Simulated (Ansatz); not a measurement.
# AlN (wurtzite type): the cost of one run

Program: Ansatz 0.2.0. Level of theory: DFT PBE, with the methods named in each step. These are calculated values, not measurements.

## 1. The system as given

It takes space group P6_3mc (No. 186, hexagonal). Conventional cell: a = 3.130 Å, b = 3.130 Å, c = 5.018 Å, α = 90.00°, β = 90.00°, γ = 120.00°. Al (site symmetry 3m) is surrounded by 4 N at 1.90 to 1.91 Å. Around N (site symmetry 3m) lie 4 Al at 1.90 to 1.91 Å.

As a file:

```
CELL_PARAMETERS angstrom
3.13016 0.00000 0.00000
-1.56508 2.71080 0.00000
0.00000 0.00000 5.01811
ATOMIC_POSITIONS crystal
Al 0.33333 0.66667 0.99724
Al 0.66667 0.33333 0.49724
N 0.33333 0.66667 0.37876
N 0.66667 0.33333 0.87876
```

Whether this phase is the stable one at these pressures isn't tested.

Atoms are numbered in the order of the input: Al1, Al2, N3, N4.

## 2. The reference volume, LAPW

Input file input.yaml:

```yaml
crystal:
  lattice:
    - [3.1301642077, 0.0, 0.0]
    - [-1.5650821039, 2.7108017219, 0.0]
    - [0.0, 0.0, 5.0181068689]
  atoms:
    - { symbol: Al, position: [0.3333333333, 0.6666666667, -0.0027598285] }
    - { symbol: Al, position: [0.6666666667, 0.3333333333, 0.4972401715] }
    - { symbol: "N", position: [0.3333333333, 0.6666666667, 0.3787598285] }
    - { symbol: "N", position: [0.6666666667, 0.3333333333, 0.8787598285] }
kpoints:
  mp_grid: { grid: [13, 13, 7] }
  band_path:
    path:
      - [0.0, 0.0, 0.0]
      - [0.5, 0.0, 0.0]
      - [0.3333333333, 0.3333333333, 0.0]
      - [0.0, 0.0, 0.0]
      - [0.0, 0.0, 0.5]
      - [0.5, 0.0, 0.5]
      - [0.3333333333, 0.3333333333, 0.5]
      - [0.0, 0.0, 0.5]
      - [0.5, 0.0, 0.5]
    npoints: 14
scf:
  occupations: { method: fermi_dirac, width: 0.05 }
hamiltonian:
  xc: pbe
  pseudopotentials: { kind: all_electron, lapw: { basis_error: 0.001 } }
output:
  forces: true
  stress: true
  eigenvalues: true
  populations: true
  dos: { projected: true, de: 0.2, e_range: [-14, 8] }
```

The run is started by

```
$ ansatz run input.yaml --threads 1 --pin off --max-ram 3072MiB --backend cpu --events-out ev --progress --plain --runs-dir out
```

Q: Estimate wall time and peak memory on 1 thread of Intel Xeon Platinum 8488C (Sapphire Rapids), shared host.

About 43 s, with a peak of 0.48 GiB.
